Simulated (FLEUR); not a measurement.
# Pd (Fm-3m) in FLEUR: further runs

Runs on Pd. Level: r2SCAN. Tasks: equation of state.

Program: FLEUR MaX-R8.1 (later development tree). These are calculated values, not measurements. Logs are shortened: lines on timing, memory, paths and dates and some standing lists are left out, and cuts for length are marked.

### 1 The crystal as given

Symmetry: Fm-3m, No. 225, cubic system. Conventional cell: a = 3.893 Å, b = 3.893 Å, c = 3.893 Å, α = 90.00°, β = 90.00°, γ = 90.00°. Pd (site symmetry m-3m) has 12 Pd at 2.75 Å as nearest neighbours.

### 2 Equation of state, r2SCAN, 13.87 Å³/atom (volume scaled by 0.94)

The input, inp.xml:

```xml
<?xml version="1.0" encoding="UTF-8" standalone="no"?>
<fleurInput fleurInputVersion="0.39">
   <comment>
      Pd                                                                                                  
   </comment>
   <calculationSetup>
      <cutoffs Kmax="4.15" Gmax="12.9" GmaxXC="12.9" numbands="0"/>
      <scfLoop itmax="80" minDistance="0.0001" maxIterBroyd="30" imix="Anderson" alpha="0.05" precondParam="0.0" spinf="2.0" sdNocoIR="T"/>
      <coreElectrons ctail="F" frcor="F" kcrel="0" coretail_lmax="0"/>
      <xcFunctional name="LibXC" relativisticCorrections="F">
         <LibXCName exchange="mgga_x_r2scan" correlation="mgga_c_r2scan"/>
         <AuxGGA exchange="117" correlation="130"/>
      </xcFunctional>
      <magnetism jspins="1"/>
      <soc l_soc="F" theta="0.0" phi="0.0" spav="F"/>
      <expertModes spex="0" secvar="F"/>
      <geometryOptimization l_f="F" forcealpha="1.0" forcemix="BFGS" epsdisp="0.00001" epsforce="0.00001"/>
      <ldaU l_linMix="F" mixParam="0.05" spinf="1.0"/>
   </calculationSetup>
   <cell>
      <bzIntegration valenceElectrons="18.0" mode="hist" fermiSmearingEnergy="0.00183747">
         <kPointListSelection listName="default-1"/>
         <!-- k-points included here -->
         <xi:include xmlns:xi="http://www.w3.org/2001/XInclude" href="kpts.xml"> </xi:include>
      </bzIntegration>
      <!-- symmetry operations included here -->
      <xi:include xmlns:xi="http://www.w3.org/2001/XInclude" href="sym.xml"> </xi:include>
      <bulkLattice scale="0.9795861087">
         <bravaisMatrix>
            <row-1>    0.0000000000000000     3.6783519015338997     3.6783519015338997</row-1>
            <row-2>    3.6783519015338997     0.0000000000000000     3.6783519015338997</row-2>
            <row-3>    3.6783519015338997     3.6783519015338997     0.0000000000000000</row-3>
         </bravaisMatrix>
      </bulkLattice>
   </cell>
   <atomSpecies>
      <species name="Palladium (Pd)" element="Pd" atomicNumber="46">
         <mtSphere radius="2.36" gridPoints="797" logIncrement="0.016"/>
         <atomicCutoffs lmax="10" lnonsphr="10"/>
         <electronConfig flipSpins="F">
            <coreConfig>(1s1/2) (2s1/2) (2p1/2) (2p3/2) (3s1/2) (3p1/2) (3p3/2) (3d3/2) (3d5/2)</coreConfig>
            <valenceConfig>(4s1/2) (4p1/2) (4p3/2) (5s1/2) (4d3/2) (4d5/2)</valenceConfig>
            <stateOccupation state="(5s1/2)" spinUp="0.500000" spinDown="0.500000"/>
            <stateOccupation state="(4d3/2)" spinUp="1.800000" spinDown="1.800000"/>
            <stateOccupation state="(4d5/2)" spinUp="2.700000" spinDown="2.700000"/>
         </electronConfig>
         <energyParameters s="5" p="5" d="4" f="4"/>
         <lo type="SCLO" l="0" n="4" eDeriv="0"/>
         <lo type="SCLO" l="1" n="4" eDeriv="0"/>
         <lo type="SCLO" l="1" n="4" eDeriv="1"/>
         <lo type="SCLO" l="2" n="4" eDeriv="2"/>
         <lo type="SCLO" l="3" n="4" eDeriv="2"/>
      </species>
   </atomSpecies>
   <atomGroups>
      <atomGroup species="Palladium (Pd)">
         <relPos label="                   1">.0000000000 .0000000000 .0000000000</relPos>
         <force calculate="T" relaxXYZ="TTT"/>
      </atomGroup>
   </atomGroups>
   <output dos="F" band="F" slice="F">
      <checks vchk="F" cdinf="F"/>
      <bandDOS minEnergy="-.5*Htr" maxEnergy="0.5*Htr" sigma="0.015" storeEVData="T"/>
      <vacuumDOS vacdos="F" integ="F" star="F" nstars="0" locx1="0.0" locy1="0.0" locx2="0.0" locy2="0.0" nstm="0" tworkf="0.0"/>
      <unfoldingBand unfoldBand="F" supercellX="1" supercellY="1" supercellZ="1"/>
      <plotting iplot="0" polar="F">
         <plot TwoD="T" vec1="  1.0  0.0  0.0" vec2="  0.0  1.0  0.0" vec3="  0.0  0.0  1.0" zero="  0.0  0.0  0.0" file="plot"/>
      </plotting>
      <chargeDensitySlicing numkpt="0" minEigenval="0.0" maxEigenval="0.0" nnne="0" pallst="F"/>
      <specialOutput eonly="F"/>
      <moessbauerParams electricFieldGradient="T" isomerShift="T" coreHyperfine="T" valenceHyperfine="T"/>
      <magneticCircularDichroism mcd="F" energyLo="-10.0" energyUp="0.0"/>
   </output>
  <!-- We include the file relax.xml here to enable relaxations (see documentation) -->
  <xi:include xmlns:xi="http://www.w3.org/2001/XInclude" href="relax.xml"> <xi:fallback/> </xi:include>
</fleurInput>
```

Potentials or basis: all-electron, FLAPW.

Run with:

```
inpgen -f crystal.txt -profile fastHighL
# inp.xml edited to the form shown
fleur_MPI
```

Standard output:

```text
Welcome to FLEUR        (www.flapw.de)
      MaX-Release 8.1          (www.max-centre.eu)
 func_ids         498         497         498         497
 MetaGGA potential functional detected - V_tau will be computed
 Auxiliary Potential for radial basis: exchange=         117  correlation=         130
The functional 'Re-regularized SCAN exchange by Furness et al' is an exchange functional, it belongs to the 'MGGA' family and is defined in the reference(s):
[1] J. W. Furness, A. D. Kaplan, J. Ning, J. P. Perdew, and J. Sun.,  J. Phys. Chem. Lett. 11, 8208-8215 (2020)
[2] J. W. Furness, A. D. Kaplan, J. Ning, J. P. Perdew, and J. Sun.,  J. Phys. Chem. Lett. 11, 9248-9248 (2020)
The functional 'Re-regularized SCAN correlation by Furness et al' is a correlation functional, it belongs to the 'MGGA' family and is defined in the reference(s):
[1] J. W. Furness, A. D. Kaplan, J. Ning, J. P. Perdew, and J. Sun.,  J. Phys. Chem. Lett. 11, 8208-8215 (2020)
[2] J. W. Furness, A. D. Kaplan, J. Ning, J. P. Perdew, and J. Sun.,  J. Phys. Chem. Lett. 11, 9248-9248 (2020)
 Using same functional for VXC and EXC

 ========== k-point set info ==========
 Selected k-point list: default-1
 k-point list type: mesh
 12 x 12 x 12
 Number of k points: 72

 ------------Calculation Setup---------------------------
 Number of MPI-tasks      :            1
 Number of PE/node        :            1
 Number of OMP-threads    :            1
 Most efficient MPI parallelization for:
           1           2           3           4           6           8           9          12          18          24          36          72
 Additional eigenvalue parallelization possible
 Number of basis functions:          160
 Approximate size of matrices (H+S) per k-point:         0.000 GB
 --------------------------------------------------------
The functional 'Hammer, Hansen, and Norskov' is an exchange functional, it belongs to the 'GGA' family and is defined in the reference(s):
[1] B. Hammer, L. B. Hansen, and J. K. Nørskov.,  Phys. Rev. B 59, 7413 (1999)
The functional 'Perdew, Burke & Ernzerhof' is a correlation functional, it belongs to the 'GGA' family and is defined in the reference(s):
[1] J. P. Perdew, K. Burke, and M. Ernzerhof.,  Phys. Rev. Lett. 77, 3865 (1996)
[2] J. P. Perdew, K. Burke, and M. Ernzerhof.,  Phys. Rev. Lett. 78, 1396 (1997)
 Using same functional for VXC and EXC
 Using auxiliary GGA potential for the first iteration of MetaGGA calculation.
 Reset of history
 Reset of history
 Iteration:     1   Distance:      35.25178698 me/bohr^3
The functional 'Hammer, Hansen, and Norskov' is an exchange functional, it belongs to the 'GGA' family and is defined in the reference(s):
[1] B. Hammer, L. B. Hansen, and J. K. Nørskov.,  Phys. Rev. B 59, 7413 (1999)
The functional 'Perdew, Burke & Ernzerhof' is a correlation functional, it belongs to the 'GGA' family and is defined in the reference(s):
[1] J. P. Perdew, K. Burke, and M. Ernzerhof.,  Phys. Rev. Lett. 77, 3865 (1996)
[2] J. P. Perdew, K. Burke, and M. Ernzerhof.,  Phys. Rev. Lett. 78, 1396 (1997)
 Using same functional for VXC and EXC
 Iteration:     2   Distance:      32.47720724 me/bohr^3
The functional 'Hammer, Hansen, and Norskov' is an exchange functional, it belongs to the 'GGA' family and is defined in the reference(s):
[1] B. Hammer, L. B. Hansen, and J. K. Nørskov.,  Phys. Rev. B 59, 7413 (1999)
The functional 'Perdew, Burke & Ernzerhof' is a correlation functional, it belongs to the 'GGA' family and is defined in the reference(s):
[1] J. P. Perdew, K. Burke, and M. Ernzerhof.,  Phys. Rev. Lett. 77, 3865 (1996)
[2] J. P. Perdew, K. Burke, and M. Ernzerhof.,  Phys. Rev. Lett. 78, 1396 (1997)
 Using same functional for VXC and EXC
 Iteration:     3   Distance:      30.73132608 me/bohr^3
The functional 'Hammer, Hansen, and Norskov' is an exchange functional, it belongs to the 'GGA' family and is defined in the reference(s):
[1] B. Hammer, L. B. Hansen, and J. K. Nørskov.,  Phys. Rev. B 59, 7413 (1999)
The functional 'Perdew, Burke & Ernzerhof' is a correlation functional, it belongs to the 'GGA' family and is defined in the reference(s):
[1] J. P. Perdew, K. Burke, and M. Ernzerhof.,  Phys. Rev. Lett. 77, 3865 (1996)
[2] J. P. Perdew, K. Burke, and M. Ernzerhof.,  Phys. Rev. Lett. 78, 1396 (1997)
 Using same functional for VXC and EXC
 Iteration:     4   Distance:       9.76486440 me/bohr^3
The functional 'Hammer, Hansen, and Norskov' is an exchange functional, it belongs to the 'GGA' family and is defined in the reference(s):
[1] B. Hammer, L. B. Hansen, and J. K. Nørskov.,  Phys. Rev. B 59, 7413 (1999)
The functional 'Perdew, Burke & Ernzerhof' is a correlation functional, it belongs to the 'GGA' family and is defined in the reference(s):
[1] J. P. Perdew, K. Burke, and M. Ernzerhof.,  Phys. Rev. Lett. 77, 3865 (1996)
[2] J. P. Perdew, K. Burke, and M. Ernzerhof.,  Phys. Rev. Lett. 78, 1396 (1997)
 Using same functional for VXC and EXC
 Iteration:     5   Distance:       1.04956235 me/bohr^3
The functional 'Hammer, Hansen, and Norskov' is an exchange functional, it belongs to the 'GGA' family and is defined in the reference(s):
[... 32 lines left out ...]
 Using same functional for VXC and EXC
 Iteration:    10   Distance:       0.01219583 me/bohr^3
The functional 'Hammer, Hansen, and Norskov' is an exchange functional, it belongs to the 'GGA' family and is defined in the reference(s):
[1] B. Hammer, L. B. Hansen, and J. K. Nørskov.,  Phys. Rev. B 59, 7413 (1999)
The functional 'Perdew, Burke & Ernzerhof' is a correlation functional, it belongs to the 'GGA' family and is defined in the reference(s):
[1] J. P. Perdew, K. Burke, and M. Ernzerhof.,  Phys. Rev. Lett. 77, 3865 (1996)
[2] J. P. Perdew, K. Burke, and M. Ernzerhof.,  Phys. Rev. Lett. 78, 1396 (1997)
 Using same functional for VXC and EXC
 Iteration:    11   Distance:       0.00085384 me/bohr^3
The functional 'Hammer, Hansen, and Norskov' is an exchange functional, it belongs to the 'GGA' family and is defined in the reference(s):
[1] B. Hammer, L. B. Hansen, and J. K. Nørskov.,  Phys. Rev. B 59, 7413 (1999)
The functional 'Perdew, Burke & Ernzerhof' is a correlation functional, it belongs to the 'GGA' family and is defined in the reference(s):
[1] J. P. Perdew, K. Burke, and M. Ernzerhof.,  Phys. Rev. Lett. 77, 3865 (1996)
[2] J. P. Perdew, K. Burke, and M. Ernzerhof.,  Phys. Rev. Lett. 78, 1396 (1997)
 Using same functional for VXC and EXC
 Iteration:    12   Distance:       0.00062839 me/bohr^3
The functional 'Hammer, Hansen, and Norskov' is an exchange functional, it belongs to the 'GGA' family and is defined in the reference(s):
[1] B. Hammer, L. B. Hansen, and J. K. Nørskov.,  Phys. Rev. B 59, 7413 (1999)
The functional 'Perdew, Burke & Ernzerhof' is a correlation functional, it belongs to the 'GGA' family and is defined in the reference(s):
[1] J. P. Perdew, K. Burke, and M. Ernzerhof.,  Phys. Rev. Lett. 77, 3865 (1996)
[2] J. P. Perdew, K. Burke, and M. Ernzerhof.,  Phys. Rev. Lett. 78, 1396 (1997)
 Using same functional for VXC and EXC
 Iteration:    13   Distance:       0.00009083 me/bohr^3

 ********************************************************************
 Run finished successfully
 Stop message:
   all done
 ********************************************************************
```

It took 24 s on 1 thread of Arm Neoverse N1, shared host; peak memory 0.07 GiB.

What came out:

```
Free energy                                           : -137340.8052 eV
Band gap on the k mesh                                : none (metal or under the smearing width)
Valence electrons inside the program's atomic spheres : Pd 16.58 (radii Pd 2.36 bohr)
```

Caveat: the meta-GGA is that of a development version, with a GGA for the radial functions and cores and without core tails.

### 3 Equation of state, r2SCAN, 14.16 Å³/atom (volume scaled by 0.96)

Edit inp.xml of step 2 so:

```diff
@@ -27,3 +27,3 @@
       <xi:include xmlns:xi="http://www.w3.org/2001/XInclude" href="sym.xml"> </xi:include>
-      <bulkLattice scale="0.9795861087">
+      <bulkLattice scale="0.9864848297">
          <bravaisMatrix>
```

Potentials or basis: all-electron, FLAPW.

Run with:

```
inpgen -f crystal.txt -profile fastHighL
# inp.xml edited to the form shown
fleur_MPI
```

It took 25 s on 1 thread of Arm Neoverse N1, shared host; peak memory 0.08 GiB.

The run converged. Its results:

```
Free energy                                           : -137340.8308 eV
Band gap on the k mesh                                : none (metal or under the smearing width)
Valence electrons inside the program's atomic spheres : Pd 16.55 (radii Pd 2.36 bohr)
```

Caveat: the meta-GGA is that of a development version, with a GGA for the radial functions and cores and without core tails.

### 4 Equation of state, r2SCAN, 14.75 Å³/atom

Edit inp.xml of step 3 so:

```diff
@@ -27,3 +27,3 @@
       <xi:include xmlns:xi="http://www.w3.org/2001/XInclude" href="sym.xml"> </xi:include>
-      <bulkLattice scale="0.9864848297">
+      <bulkLattice scale="1.0000000000">
          <bravaisMatrix>
```

Run with:

```
inpgen -f crystal.txt -profile fastHighL
# inp.xml edited to the form shown
fleur_MPI
```

Run time: 29 s. Hardware: 1 thread of Arm Neoverse N1, shared host; peak memory 0.07 GiB.

The run converged. Its results:

```yaml
Free_energy: -137340.8546 eV
Band_gap_on_the_k_mesh: none (metal or under the smearing width)
Valence_electrons_inside_the_program's_atomic_spheres: Pd 16.50 (radii Pd 2.36 bohr)
```

Caveat: the meta-GGA is that of a development version, with a GGA for the radial functions and cores and without core tails.

### 5 Equation of state, r2SCAN, 15.34 Å³/atom (volume scaled by 1.04)

Edit inp.xml of step 4 so:

```diff
@@ -27,3 +27,3 @@
       <xi:include xmlns:xi="http://www.w3.org/2001/XInclude" href="sym.xml"> </xi:include>
-      <bulkLattice scale="1.0000000000">
+      <bulkLattice scale="1.0131594038">
          <bravaisMatrix>
```

Run with:

```
inpgen -f crystal.txt -profile fastHighL
# inp.xml edited to the form shown
fleur_MPI
```

Run time: 26 s. Hardware: 1 thread of Arm Neoverse N1, shared host; peak memory 0.07 GiB.

The run converged. Its results:

| Item | Value |
| --- | --- |
| Free energy | -137340.8491 eV |
| Band gap on the k mesh | none (metal or under the smearing width) |
| Valence electrons inside the program's atomic spheres | Pd 16.46 (radii Pd 2.36 bohr) |

Caveat: the meta-GGA is that of a development version, with a GGA for the radial functions and cores and without core tails.

### 6 Equation of state, r2SCAN, 15.64 Å³/atom (volume scaled by 1.06)

Edit inp.xml of step 5 so:

```diff
@@ -27,3 +27,3 @@
       <xi:include xmlns:xi="http://www.w3.org/2001/XInclude" href="sym.xml"> </xi:include>
-      <bulkLattice scale="1.0131594038">
+      <bulkLattice scale="1.0196128224">
          <bravaisMatrix>
```

Potentials or basis: all-electron, FLAPW.

Run with:

```
inpgen -f crystal.txt -profile fastHighL
# inp.xml edited to the form shown
fleur_MPI
```

It took 26 s on 1 thread of Arm Neoverse N1, shared host; peak memory 0.08 GiB.

Results (log left out):

```yaml
Free_energy: -137340.8375 eV
Band_gap_on_the_k_mesh: none (metal or under the smearing width)
Valence_electrons_inside_the_program's_atomic_spheres: Pd 16.44 (radii Pd 2.36 bohr)
```

Caveat: the meta-GGA is that of a development version, with a GGA for the radial functions and cores and without core tails.

### 7 Equation of state, r2SCAN

Potentials or basis: all-electron, FLAPW.

This step only gathers the single runs of the series.

What came out:

- Equilibrium volume: 14.91 Å³/atom
- Bulk modulus: 186 GPa

Energy against volume, from the lowest point:
```tsv
volume (Å³/atom)	energy (meV/atom)
13.865	49.44
14.160	23.79
14.750	0.00
15.340	5.51
15.635	17.10
```

Caveat: the meta-GGA is that of a development version, with a GGA for the radial functions and cores and without core tails.
